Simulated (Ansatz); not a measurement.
## MnSb in Ansatz: the effect of functional

MnSb:

```
CELL_PARAMETERS angstrom
4.15000 0.00000 0.00000
-2.07500 3.59401 0.00000
0.00000 0.00000 5.78000
ATOMIC_POSITIONS crystal
Sb 0.66667 0.33333 0.75000
Sb 0.33333 0.66667 0.25000
Mn 0.00000 0.00000 0.50000
Mn 0.00000 0.00000 0.00000
```

Alike in all runs:

| Item | Value |
| --- | --- |
| Program | Ansatz 0.2.0 |
| Task | band structure |
| Potentials or basis | all-electron LAPW, scalar-relativistic |
| Basis error allowed | 0.002 eV/atom |
| k mesh | 7 × 7 × 5 |
| Occupations | fermi-dirac, width 0.05 eV |
| Spin | collinear spin, ferromagnetic start |
| Starting moments | [0.0, 0.0, 4.0, 4.0] μB |

One run gave: pressure -10.6 GPa; moment 6.51 μB. Which functional did it use?
A. PBEsol
B. PBE
C. LDA

C.

```tsv
functional	cutoff	pressure (GPa)	moment (μB)
PBEsol	223 eV	-7.1	6.70
LDA	223 eV	-10.6	6.51
PBE	222 eV	-3.2	6.71
```

Caveats: only a ferromagnetic start was run, and an antiferromagnetic order may lie lower in energy.

Not every run made on this cell is shown here.
